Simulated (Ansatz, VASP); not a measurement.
ZrS in VASP and in Ansatz

File INCAR:

```
SYSTEM = ZrS
PREC = Accurate
ENCUT = 520
EDIFF = 1E-6
ISMEAR = 0
SIGMA = 0.15
LREAL = .FALSE.
LASPH = .TRUE.
NELM = 100
ALGO = Fast
ISIF = 2
LWAVE = .FALSE.
LCHARG = .FALSE.
GGA = PS
NBANDS = 16
```

Contents of KPOINTS:

```
Automatic mesh
0
G
  16 16 16
  0 0 0
```

Contents of POSCAR:

```
ZrS
1.0
    0.0000000000      2.7070312500      2.7070312500
    2.6250000000      0.0820312500      2.6250000000
    2.6250000000      2.6250000000      0.0820312500
Zr S
1 1
Direct
    0.0000000000      0.0000000000      0.0000000000
    0.5000000000      0.5000000000      0.5000000000
```

Input for Ansatz:

```yaml
crystal:
  lattice:
    - [0.0, 2.70703125, 2.70703125]
    - [2.625, 0.08203125, 2.625]
    - [2.625, 2.625, 0.08203125]
  atoms:
    - { symbol: Zr, position: [0.0, 0.0, 0.0] }
    - { symbol: S, position: [0.5, 0.5, 0.5] }
basis:
  ecutwfc: 420
kpoints:
  mp_grid: { grid: [16, 16, 16] }
hamiltonian:
  xc: pbesol
scf:
  occupations: { method: gaussian, width: 0.15 }
output:
  forces: true
  stress: true
  eigenvalues: true
```

Change from the starting cell: strain +0.0625 x Voigt [0, 0, 0, 1, 0, 0], atoms carried along.

Alike in both runs: task single point; functional PBEsol; k mesh 16 × 16 × 16; occupations gaussian, width 0.15 eV; no spin polarisation.

|  | VASP | Ansatz |
| --- | --- | --- |
| version | VASP 6.6.1 | Ansatz 0.2.0 |
| potentials or method | VASP PAW PBE potentials, release 64 (Zr_sv, S) | scalar-relativistic, plane waves, PAW |
| plane-wave cutoff (eV) | 520 | 420 |
| valence electrons in the cell | 18 | 18 |

VASP gave:

- gap on the k mesh at the Fermi level (eV): none
- pressure (GPa): -6.1
- largest component of the traceless stress (GPa): 1.64

What did Ansatz give for the same quantities?

gap on the k mesh at the Fermi level (eV): none; pressure (GPa): -6.3; largest component of the traceless stress (GPa): 1.67.

A gap of «none» marks a metal or a gap that the smearing closes. The functional is the same, so the differences come from potentials, cutoffs and numerics.

Caveats: the PAW data sets were made with another functional, which shifts forces and pressure a little (VASP).
